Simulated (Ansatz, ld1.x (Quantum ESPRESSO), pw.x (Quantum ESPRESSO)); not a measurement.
**From atom to crystal: TM potential for Cs**

ld1.x (Quantum ESPRESSO) 7.5 input, shortened:

```
&input
   title='Cs', zed=55., rel=1, dft='PBE', iswitch=3,
   config='[Xe] 5d0 6s1 6p0'
 /
 &inputp
   pseudotype=2, tm=.true., lloc=-1, rcloc=2.55,
   nlcc=.false.
 /
3
6S  1  0   1.00   0.00  3.55  3.55  0.0
6P  2  1   0.00   0.00  3.50  3.50  0.0
5D  3  2   0.00   0.00  3.35  3.35  0.0
 &test
   configts(1)='5d0 6s1 6p0'
 /
```

Atomic tests: cutoffs needed: 6 Ry and 6 Ry (the cutoffs (Ry, on a coarse ladder) from which the occupation-weighted sum of valence levels, in a spherical-Bessel basis at the reference potential, stays within 10 and 1 mRy of its value at 400 Ry) The cutoffs count occupied waves only; the empty 6p level needs 18 Ry at the loose tolerance.; ghost test: ghost states, extra bound levels that the all-electron valence spectrum of the same l lacks: s at -30.0 eV, p at -5.6 eV; a true bound ghost makes a file unfit for plane-wave use (spherical-Bessel basis up to 400 Ry, 20 bohr box); largest excitation error: +146 meV (all-electron minus pseudo) for 5d1 6s0 6p0, out of 4 test configurations.

Crystal test: diamond Cs in pw.x 7.5, no spin, 8³ k-points, Fermi–Dirac smearing 0.01 Ry, cutoffs 35/140 Ry. The lattice is a test structure that the element need not adopt, and mesh and smearing are coarse.

pw.x input:

```
&control
  calculation='scf', prefix='x', pseudo_dir='./', outdir='./tmp', tstress=.true., disk_io='none'
/
&system
  ibrav=0, nat=2, ntyp=1, ecutwfc=35, ecutrho=140, nbnd=8,
  occupations='smearing', smearing='fd', degauss=0.01
/
&electrons
  conv_thr=1e-09, mixing_beta=0.4, electron_maxstep=70
/
ATOMIC_SPECIES
Cs 1.0 Cs.UPF
CELL_PARAMETERS angstrom
  0.00000000 5.73078653 5.73078653
  5.73078653 0.00000000 5.73078653
  5.73078653 5.73078653 0.00000000
ATOMIC_POSITIONS crystal
Cs 0.0000 0.0000 0.0000
Cs 0.2500 0.2500 0.2500
K_POINTS automatic
8 8 8 0 0 0
```

```bash
pw.x < Cs.scf.in > Cs.scf.out
```

Question: How does the run end?

Answer: It converges; the pressure is -0.01 GPa against -0.00 GPa from all-electron LAPW. The pseudo pressure rises with volume over part of the range, a mechanical instability. Note: ghost states, extra bound levels that the all-electron valence spectrum of the same l lacks: s at -30.0 eV, p at -5.6 eV. A true bound ghost makes a file unfit for plane-wave use. The log shows:

```
     estimated scf accuracy    <       0.00118574 Ry
     iteration #  4     ecut=    35.00 Ry     beta= 0.40
     c_bands:  2 eigenvalues not converged
     c_bands:  3 eigenvalues not converged
     c_bands:  2 eigenvalues not converged
     c_bands:  1 eigenvalues not converged
     [... 20 repeated lines left out ...]
     negative rho (up, down):  1.097E-04 0.000E+00
     total energy              =      -4.50750367 Ry
     estimated scf accuracy    <       0.00048518 Ry
     [... 3 iterations left out ...]
     iteration #  8     ecut=    35.00 Ry     beta= 0.40
     [... 8 repeated lines left out ...]
     negative rho (up, down):  4.380E-07 0.000E+00
     total energy              =      -4.50755962 Ry
     estimated scf accuracy    <       0.00000007 Ry
     iteration #  9     ecut=    35.00 Ry     beta= 0.40
     [... 3 repeated lines left out ...]
     total energy              =      -4.50755962 Ry
     estimated scf accuracy    <       0.00000001 Ry
     iteration # 10     ecut=    35.00 Ry     beta= 0.40
     [... 3 repeated lines left out ...]
     total energy              =      -4.50755962 Ry
     estimated scf accuracy    <          2.4E-09 Ry
     iteration # 11     ecut=    35.00 Ry     beta= 0.40
     [... 1 repeated lines left out ...]
     the Fermi energy is   -20.3909 ev
!    total energy              =      -4.50755962 Ry
     estimated scf accuracy    <          3.4E-11 Ry
     smearing contrib. (-TS)   =      -0.02772433 Ry
     The total energy is F=E-TS. E is the sum of the following terms:
     one-electron contribution =      -3.79930643 Ry
     hartree contribution      =       1.44798617 Ry
     xc contribution           =      -1.63110146 Ry
     ewald contribution        =      -0.49741356 Ry
     convergence has been achieved in  11 iterations
          total   stress  (Ry/bohr**3)                   (kbar)     P=       -0.05
     Message from routine punch:
     Nothing written, as per user request (disk_io='none')
```
